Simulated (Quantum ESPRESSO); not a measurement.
# SnO (P4/nmm) in Quantum ESPRESSO: settings compared

The runs below take SnO through single point, equation of state, band structure, with LDA, r2SCAN.

All numbers are computed with Quantum ESPRESSO 7.5; they aren't measurements. Logs are shortened: lines on timing, memory, paths and dates and some standing lists are left out, and cuts for length are marked.

## 1. The crystal as given

It takes space group P4/nmm (No. 129, tetragonal). Conventional cell: a = 3.814 Å, b = 3.814 Å, c = 4.887 Å, α = 90.00°, β = 90.00°, γ = 90.00°. Sn (site symmetry 4mm) is surrounded by 4 O at 2.23 Å. Around O (site symmetry -4m2) lie 4 Sn at 2.23 Å.

The cell is a database's computed one.

## 2. Single point, LDA, 16.70 Å³/atom

pw.in reads:

```
&CONTROL
  calculation = 'scf'
  prefix = 'pwscf'
  outdir = './tmp'
  pseudo_dir = './pseudo'
  tstress = .true.
  disk_io = 'nowf'
/
&SYSTEM
  ibrav = 0
  nat = 4
  ntyp = 2
  ecutwfc = 68
  ecutrho = 544
  nbnd = 28
  occupations = 'smearing'
  smearing = 'fd'
  degauss = 0.00367493
/
&ELECTRONS
  conv_thr = 8d-10
  electron_maxstep = 120
  mixing_beta = 0.5
/
ATOMIC_SPECIES
Sn   118.7100 sn_lda_v1.4.uspp.F.UPF
O     15.9990 o_lda_v1.2.uspp.F.UPF
CELL_PARAMETERS angstrom
   3.7358428604    0.0000000000    0.0000000000
   0.0000000000    3.7358428604    0.0000000000
   0.0000000000    0.0000000000    4.7871523832
ATOMIC_POSITIONS crystal
Sn     0.5000000000    0.0000000000    0.7646261400
Sn     0.0000000000    0.5000000000    0.2353738600
O      0.0000000000    0.0000000000    0.0000000000
O      0.5000000000    0.5000000000    0.0000000000
K_POINTS automatic
7 7 6 0 0 0
```

Potentials or basis: GBRV 1.5 LDA.

The run is started by

```console
$ OMP_NUM_THREADS=1 mpirun -n 2 pw.x -nk 2 -in pw.in > pw.out
```

pw.out:

```text
This program is part of the open-source Quantum ESPRESSO suite
     for quantum simulation of materials; please cite
[... 13 lines left out ...]
     --------------------
     sticks:   dense  smooth     PW     G-vecs:    dense   smooth      PW
     Sum        2161    1085    305                96643    34163    5305

     Using Slab Decomposition

     bravais-lattice index     =            0
     lattice parameter (alat)  =       7.0597  a.u.
     unit-cell volume          =     450.8697 (a.u.)^3
     number of atoms/cell      =            4
     number of atomic types    =            2
     number of electrons       =        40.00
     number of Kohn-Sham states=           28
     kinetic-energy cutoff     =      68.0000  Ry
     charge density cutoff     =     544.0000  Ry
     scf convergence threshold =      8.0E-10
     mixing beta               =       0.5000
     number of iterations used =            8  plain     mixing
     Exchange-correlation= SLA  PZ   NOGX NOGC
                           (   1   1   0   0   0   0   0)

     celldm(1)=   7.059720  celldm(2)=   0.000000  celldm(3)=   0.000000
     celldm(4)=   0.000000  celldm(5)=   0.000000  celldm(6)=   0.000000

     crystal axes: (cart. coord. in units of alat)
               a(1) = (   1.000000   0.000000   0.000000 )
               a(2) = (   0.000000   1.000000   0.000000 )
               a(3) = (   0.000000   0.000000   1.281412 )

     reciprocal axes: (cart. coord. in units 2 pi/alat)
               b(1) = (  1.000000  0.000000  0.000000 )
               b(2) = (  0.000000  1.000000  0.000000 )
               b(3) = (  0.000000  0.000000  0.780389 )

     PseudoPot. # 1 for Sn read from file:
     sn_lda_v1.4.uspp.F.UPF
     Pseudo is Ultrasoft + core correction, Zval = 14.0
     Generated by new atomic code, or converted to UPF format
     Using radial grid of  891 points,  6 beta functions with:
                l(1) =   0
                l(2) =   0
                l(3) =   1
                l(4) =   1
                l(5) =   2
                l(6) =   2
     Q(r) pseudized with  8 coefficients,  rinner =    1.350   1.350   1.350
                                                       1.350   1.350

     PseudoPot. # 2 for O  read from file:
     o_lda_v1.2.uspp.F.UPF
     Pseudo is Ultrasoft + core correction, Zval =  6.0
     Generated by new atomic code, or converted to UPF format
     Using radial grid of  737 points,  5 beta functions with:
                l(1) =   0
                l(2) =   0
                l(3) =   1
                l(4) =   1
                l(5) =   2
     Q(r) pseudized with  8 coefficients,  rinner =    0.900   0.900   0.900
                                                       0.900   0.900

     atomic species   valence    mass     pseudopotential
     Sn               14.00   118.71000     Sn( 1.00)
     O                 6.00    15.99900     O ( 1.00)

     16 Sym. Ops., with inversion, found ( 8 have fractional translation)

   Cartesian axes

     site n.     atom                  positions (alat units)
         1        Sn     tau(   1) = (   0.5000000   0.0000000   0.9798008  )
         2        Sn     tau(   2) = (   0.0000000   0.5000000   0.3016108  )
         3        O      tau(   3) = (   0.0000000   0.0000000   0.0000000  )
         4        O      tau(   4) = (   0.5000000   0.5000000   0.0000000  )

     number of k points=    40  Fermi-Dirac smearing, width (Ry)=  0.0037
                       cart. coord. in units 2pi/alat
        k(    1) = (   0.0000000   0.0000000   0.0000000), wk =   0.0068027
        k(    2) = (   0.0000000   0.0000000   0.1300649), wk =   0.0136054
        k(    3) = (   0.0000000   0.0000000   0.2601298), wk =   0.0136054
        k(    4) = (   0.0000000   0.0000000  -0.3901947), wk =   0.0068027
        k(    5) = (   0.0000000   0.1428571   0.0000000), wk =   0.0272109
        k(    6) = (   0.0000000   0.1428571   0.1300649), wk =   0.0544218
[... 32 lines left out ...]
        k(   39) = (   0.4285714   0.4285714   0.2601298), wk =   0.0544218
        k(   40) = (   0.4285714   0.4285714  -0.3901947), wk =   0.0272109

     Dense  grid:    96643 G-vectors     FFT dimensions: (  54,  54,  72)

     Smooth grid:    34163 G-vectors     FFT dimensions: (  40,  40,  48)

     Initial potential from superposition of free atoms

     starting charge      37.9999, renormalised to      40.0000
     Starting wfcs are   26 randomized atomic wfcs +    2 random wfcs

     Self-consistent Calculation

     iteration #  1     ecut=    68.00 Ry     beta= 0.50
     Davidson diagonalization with overlap
     ethr =  1.00E-02,  avg # of iterations =  6.7

     total energy              =    -382.16262452 Ry
     estimated scf accuracy    <       1.34098653 Ry

     iteration #  2     ecut=    68.00 Ry     beta= 0.50
     Davidson diagonalization with overlap
     ethr =  3.35E-03,  avg # of iterations =  2.1

     total energy              =    -382.42992205 Ry
     estimated scf accuracy    <       0.14728597 Ry

     iteration #  3     ecut=    68.00 Ry     beta= 0.50
     Davidson diagonalization with overlap
     ethr =  3.68E-04,  avg # of iterations =  2.0
[... 43 lines left out ...]
     total energy              =    -382.47603429 Ry
     estimated scf accuracy    <       0.00000005 Ry

     iteration # 10     ecut=    68.00 Ry     beta= 0.50
     Davidson diagonalization with overlap
     ethr =  1.25E-10,  avg # of iterations =  2.0

     total energy              =    -382.47603428 Ry
     estimated scf accuracy    <       0.00000001 Ry

     iteration # 11     ecut=    68.00 Ry     beta= 0.50
     Davidson diagonalization with overlap
     ethr =  3.34E-11,  avg # of iterations =  3.1

     End of self-consistent calculation

          k = 0.0000 0.0000 0.0000 (  4243 PWs)   bands (ev):

   -11.6916 -11.1410 -11.1410 -11.1361 -11.0687 -11.0647 -11.0184 -10.9960
   -10.9785 -10.9785 -10.1675  -6.9718   2.2492   3.6034   3.6038   3.6038
     6.6288   6.9189   6.9189  10.4494  12.6249  14.5457  15.2662  15.2662
    16.1077  16.1077  17.3127  17.6635

          k = 0.0000 0.0000 0.1301 (  4280 PWs)   bands (ev):

   -11.6870 -11.1408 -11.1339 -11.1339 -11.0660 -11.0612 -11.0218 -10.9995
   -10.9867 -10.9867 -10.1555  -6.9720   1.6351   3.6323   3.6323   4.5166
     6.6121   6.9151   6.9151  10.2187  12.1942  14.4290  14.4290  14.7489
    17.1214  17.1214  17.1853  17.8787

          k = 0.0000 0.0000 0.2601 (  4292 PWs)   bands (ev):

   -11.6777 -11.1506 -11.1166 -11.1166 -11.0580 -11.0525 -11.0311 -11.0083
   -11.0062 -11.0062 -10.1315  -6.9723   0.9858   3.6909   3.6909   6.0421
     6.5792   6.9065   6.9065   9.2585  11.9038  13.6547  13.6547  14.4696
    17.7198  18.2894  18.2894  18.3826
[... 248 lines left out ...]
   -11.6238 -11.6080 -11.0892 -11.0839 -11.0605 -11.0567 -10.9999 -10.9982
   -10.9702 -10.9672  -8.1423  -7.9780   0.8152   0.9765   4.2225   4.5219
     7.3659   7.6061   7.8481   7.9882  12.0342  12.0826  14.8409  15.6631
    15.8251  16.7044  19.5230  19.6496

          k = 0.4286 0.4286-0.3902 (  4246 PWs)   bands (ev):

   -11.6174 -11.6018 -11.0883 -11.0799 -11.0586 -11.0570 -11.0127 -11.0096
   -10.9722 -10.9711  -8.1278  -7.9648   0.8376   1.0049   4.0925   4.4214
     7.3748   7.6060   7.7443   7.8243  12.8092  12.9979  13.9355  14.7386
    16.0214  16.7016  20.4897  20.5289

     the Fermi energy is    10.5885 ev

!    total energy              =    -382.47603429 Ry
     estimated scf accuracy    <          7.1E-11 Ry
     smearing contrib. (-TS)   =      -0.00006776 Ry
     internal energy E=F+TS    =    -382.47596653 Ry

     The total energy is F=E-TS. E is the sum of the following terms:
     one-electron contribution =    -146.85625167 Ry
     hartree contribution      =     102.80132848 Ry
     xc contribution           =     -99.42262521 Ry
     ewald contribution        =    -238.99841812 Ry

     convergence has been achieved in  11 iterations

     Computing stress (Cartesian axis) and pressure

          total   stress  (Ry/bohr**3)                   (kbar)     P=       30.89
   0.00023683   0.00000000   0.00000000           34.84        0.00        0.00
   0.00000000   0.00023683   0.00000000            0.00       34.84        0.00
   0.00000000   0.00000000   0.00015636            0.00        0.00       23.00

=------------------------------------------------------------------------------=
   JOB DONE.
=------------------------------------------------------------------------------=
```

It took 20 s on 2 MPI ranks of AMD EPYC 9R45 (Zen 5), shared host; peak memory 0.54 GiB.

What came out:

```yaml
Free_energy: -5203.8515 eV
Pressure: 3.1 GPa
Band_gap_on_the_k_mesh: 0.26 eV, indirect (least direct gap 1.98 eV)
```

Caveat: spin-orbit coupling is left out, which moves the levels of the heavy elements; an odd mesh through Γ misses points on the zone boundary, where band edges often lie.

## 3. Single point, LDA, 17.06 Å³/atom

Edit pw.in of step 2 so:

```diff
@@ -28,5 +28,5 @@
 CELL_PARAMETERS angstrom
-   3.7358428604    0.0000000000    0.0000000000
-   0.0000000000    3.7358428604    0.0000000000
-   0.0000000000    0.0000000000    4.7871523832
+   3.7621524798    0.0000000000    0.0000000000
+   0.0000000000    3.7621524798    0.0000000000
+   0.0000000000    0.0000000000    4.8208658347
 ATOMIC_POSITIONS crystal
```

Potentials or basis: GBRV 1.5 LDA.

The run is started by

```console
$ OMP_NUM_THREADS=1 mpirun -n 2 pw.x -nk 2 -in pw.in > pw.out
```

It took 20 s on 2 MPI ranks of AMD EPYC 9R45 (Zen 5), shared host; peak memory 0.56 GiB.

Results (log left out):

| Quantity | Value |
| --- | --- |
| Free energy | -5203.8701 eV |
| Pressure | 0.8 GPa |
| Band gap on the k mesh | 0.33 eV, indirect (least direct gap 1.98 eV) |

Caveat: spin-orbit coupling is left out, which moves the levels of the heavy elements; an odd mesh through Γ misses points on the zone boundary, where band edges often lie.

## 4. Single point, LDA, 17.41 Å³/atom

Edit pw.in of step 3 so:

```diff
@@ -28,5 +28,5 @@
 CELL_PARAMETERS angstrom
-   3.7621524798    0.0000000000    0.0000000000
-   0.0000000000    3.7621524798    0.0000000000
-   0.0000000000    0.0000000000    4.8208658347
+   3.7880991788    0.0000000000    0.0000000000
+   0.0000000000    3.7880991788    0.0000000000
+   0.0000000000    0.0000000000    4.8541142359
 ATOMIC_POSITIONS crystal
```

The run is started by

```console
$ OMP_NUM_THREADS=1 mpirun -n 2 pw.x -nk 2 -in pw.in > pw.out
```

It took 22 s on 2 MPI ranks of AMD EPYC 9R45 (Zen 5), shared host; peak memory 0.56 GiB.

The run converged. Its results:

* Free energy: -5203.8689 eV
* Pressure: -1.3 GPa
* Band gap on the k mesh: 0.40 eV, indirect (least direct gap 1.99 eV)

Caveat: spin-orbit coupling is left out, which moves the levels of the heavy elements; an odd mesh through Γ misses points on the zone boundary, where band edges often lie.

## 5. Single point, LDA, 17.77 Å³/atom

Edit pw.in of step 4 so:

```diff
@@ -28,5 +28,5 @@
 CELL_PARAMETERS angstrom
-   3.7880991788    0.0000000000    0.0000000000
-   0.0000000000    3.7880991788    0.0000000000
-   0.0000000000    0.0000000000    4.8541142359
+   3.8136952200    0.0000000000    0.0000000000
+   0.0000000000    3.8136952200    0.0000000000
+   0.0000000000    0.0000000000    4.8869133000
 ATOMIC_POSITIONS crystal
```

The run is started by

```console
$ OMP_NUM_THREADS=1 mpirun -n 2 pw.x -nk 2 -in pw.in > pw.out
```

It took 19 s on 2 MPI ranks of AMD EPYC 9R45 (Zen 5), shared host; peak memory 0.58 GiB.

Results (log left out):

* Free energy: -5203.8501 eV
* Pressure: -3.3 GPa
* Band gap on the k mesh: 0.46 eV, indirect (least direct gap 1.99 eV)

Caveat: spin-orbit coupling is left out, which moves the levels of the heavy elements; an odd mesh through Γ misses points on the zone boundary, where band edges often lie.

## 6. Single point, LDA, 18.12 Å³/atom

Edit pw.in of step 5 so:

```diff
@@ -28,5 +28,5 @@
 CELL_PARAMETERS angstrom
-   3.8136952200    0.0000000000    0.0000000000
-   0.0000000000    3.8136952200    0.0000000000
-   0.0000000000    0.0000000000    4.8869133000
+   3.8389522158    0.0000000000    0.0000000000
+   0.0000000000    3.8389522158    0.0000000000
+   0.0000000000    0.0000000000    4.9192779074
 ATOMIC_POSITIONS crystal
```

Potentials or basis: GBRV 1.5 LDA.

The run is started by

```console
$ OMP_NUM_THREADS=1 mpirun -n 2 pw.x -nk 2 -in pw.in > pw.out
```

It took 20 s on 2 MPI ranks of AMD EPYC 9R45 (Zen 5), shared host; peak memory 0.58 GiB.

It converged, with:

- Free energy: -5203.8155 eV
- Pressure: -4.9 GPa
- Band gap on the k mesh: 0.53 eV, indirect (least direct gap 1.99 eV)

Caveat: spin-orbit coupling is left out, which moves the levels of the heavy elements; an odd mesh through Γ misses points on the zone boundary, where band edges often lie.

## 7. Single point, LDA, 18.48 Å³/atom

Edit pw.in of step 6 so:

```diff
@@ -28,5 +28,5 @@
 CELL_PARAMETERS angstrom
-   3.8389522158    0.0000000000    0.0000000000
-   0.0000000000    3.8389522158    0.0000000000
-   0.0000000000    0.0000000000    4.9192779074
+   3.8638811754    0.0000000000    0.0000000000
+   0.0000000000    3.8638811754    0.0000000000
+   0.0000000000    0.0000000000    4.9512221655
 ATOMIC_POSITIONS crystal
```

The run is started by

```console
$ OMP_NUM_THREADS=1 mpirun -n 2 pw.x -nk 2 -in pw.in > pw.out
```

Wall time 20 s (2 MPI ranks of AMD EPYC 9R45 (Zen 5), shared host); peak memory 0.6 GiB.

The run converged. Its results:

```
Free energy            : -5203.7667 eV
Pressure               : -6.4 GPa
Band gap on the k mesh : 0.59 eV, indirect (least direct gap 1.99 eV)
```

Caveat: spin-orbit coupling is left out, which moves the levels of the heavy elements; an odd mesh through Γ misses points on the zone boundary, where band edges often lie.

## 8. Single point, LDA, 18.84 Å³/atom

Edit pw.in of step 7 so:

```diff
@@ -28,5 +28,5 @@
 CELL_PARAMETERS angstrom
-   3.8638811754    0.0000000000    0.0000000000
-   0.0000000000    3.8638811754    0.0000000000
-   0.0000000000    0.0000000000    4.9512221655
+   3.8884925471    0.0000000000    0.0000000000
+   0.0000000000    3.8884925471    0.0000000000
+   0.0000000000    0.0000000000    4.9827594627
 ATOMIC_POSITIONS crystal
```

The run is started by

```console
$ OMP_NUM_THREADS=1 mpirun -n 2 pw.x -nk 2 -in pw.in > pw.out
```

It took 20 s on 2 MPI ranks of AMD EPYC 9R45 (Zen 5), shared host; peak memory 0.6 GiB.

It converged, with:

```yaml
Free_energy: -5203.7052 eV
Pressure: -7.8 GPa
Band_gap_on_the_k_mesh: 0.64 eV, indirect (least direct gap 1.98 eV)
```

Caveat: spin-orbit coupling is left out, which moves the levels of the heavy elements; an odd mesh through Γ misses points on the zone boundary, where band edges often lie.

## 9. Equation of state, LDA

Potentials or basis: GBRV 1.5 LDA.

No new run: the results of the series are fitted here.

What came out:

| Item | Value |
| --- | --- |
| Equilibrium volume | 17.21 Å³/atom |
| Bulk modulus at fixed shape and positions | 102 GPa |
| Pressure derivative of the bulk modulus | 4.4 |

Energy against volume, from the lowest point:
```
volume (Å³/atom)  energy (meV/atom)
          16.703               4.64
          17.058               0.00
          17.414               0.30
          17.769               5.00
          18.125              13.66
          18.480              25.86
          18.835              41.22
```

Caveat: the cell was scaled at fixed shape and fractional positions, which overstates the stiffness of a crystal with free parameters, most of all of layers and chains.

(Continued in part 2 of 2.)
